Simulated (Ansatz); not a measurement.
Crystal: MnO.

```
CELL_PARAMETERS angstrom
0.00000 2.22391 2.22391
2.22391 0.00000 2.22391
2.22391 2.22391 0.00000
ATOMIC_POSITIONS crystal
Mn 0.00000 0.00000 0.00000
O 0.50000 0.50000 0.50000
```

The cell is a database's computed one.

* Program: Ansatz 0.2.0
* Task: relaxation of cell and atoms
* Functional: RPBE
* Potentials or basis: all-electron LAPW, scalar-relativistic
* Basis error allowed: 0.001 eV/atom
* k mesh: 10 × 10 × 10
* Occupations: fermi-dirac, width 0.05 eV
* Spin: collinear spin, ferromagnetic start
* Starting moments: [4.0, 0.0] μB

At the start: volume 11.00 Å³/atom.

Task: Where does the relaxation end?

Result: Over 5 steps the energy falls by 9.5 meV/atom and the volume is 11.56 Å³/atom (+5.1 %); space group Fm-3m (No. 225, to 0.05 Å); moment 4.92 μB per cell.

Step by step:
| step | energy change (eV) | largest force (eV/Å) | volume (Å³) |
| --- | --- | --- | --- |
| 1 | 0.0000 | 0.0000 | 22.00 |
| 2 | -0.0143 | 0.0000 | 22.57 |
| 3 | -0.0189 | 0.0000 | 23.10 |
| 4 | -0.0189 | 0.0000 | 23.13 |
| 5 | -0.0189 | 0.0000 | 23.13 |

Final structure:
```xyz
2
Lattice="0.0000 2.2614 2.2614 2.2614 0.0000 2.2614 2.2614 2.2614 0.0000" Properties=species:S:1:pos:R:3 pbc="T T T"
Mn    0.0000    0.0000    0.0000
O     2.2614    2.2614    2.2614
```

Caveat: a cell with one magnetic atom can't hold antiferromagnetic order, which such compounds often take.
